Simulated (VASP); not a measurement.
A run of VASP 6.6.1 is set up as follows.

The input INCAR:

```
PREC = Accurate
ENCUT = 520
EDIFF = 1E-7
ISMEAR = 0
SIGMA = 0.05
LREAL = False
LASPH = True
NELM = 100
ALGO = Normal
ISIF = 2
LWAVE = False
LCHARG = True
ISPIN = 2
MAGMOM = 2 2 2 2 0 0 0 0
LORBIT = 11
LMAXMIX = 4
LDIPOL = True
IDIPOL = 3
DIPOL = 0.5 0.5 0.500
GGA = PE
LELF = True
LVHAR = True
LVACPOTAV = True
```

KPOINTS

```
Automatic mesh
0
Gamma
  9 9 1
```

POSCAR

```
AlCo
1.0
    2.8194032100      0.0000000000      0.0000000000
    0.0000000000      2.8194032100      0.0000000000
    0.0000000000      0.0000000000     24.8679112350
Co Al
4 4
Direct
    0.5000000000      0.5000000000      0.3015934844
    0.5000000000      0.5000000000      0.4149686362
    0.5000000000      0.5000000000      0.5283437879
    0.5000000000      0.5000000000      0.6417189397
    0.0000000000      0.0000000000      0.3582810603
    0.0000000000      0.0000000000      0.4716562121
    0.0000000000      0.0000000000      0.5850313638
    0.0000000000      0.0000000000      0.6984065156
```

Potentials or basis: VASP PAW PBE potentials, release 64 (Co, Al).

The run is started by

```console
$ cat potpaw_PBE.64/Co/POTCAR potpaw_PBE.64/Al/POTCAR > POTCAR
$ mpirun -np 1 vasp_std > vasp.out
```

Problem. What does it give for the work function of the upper face?

Solution. 3.90 eV.

Problem. Predict the work function of the lower face.

Solution. 4.51 eV.

Problem. Predict the band gap on the k mesh.

Solution. None (metal or under the smearing width).

Problem. Estimate the net moment.

Solution. 2.14 μB per cell.

Forces on the atoms (eV/Å):
```
Co   0.000  0.000 -0.409
Co   0.000  0.000  0.318
Co   0.000  0.000 -0.058
Co   0.000  0.000  0.686
Al   0.000  0.000 -0.288
Al   0.000  0.000 -0.050
Al   0.000  0.000 -0.056
Al   0.000  0.000 -0.142
```
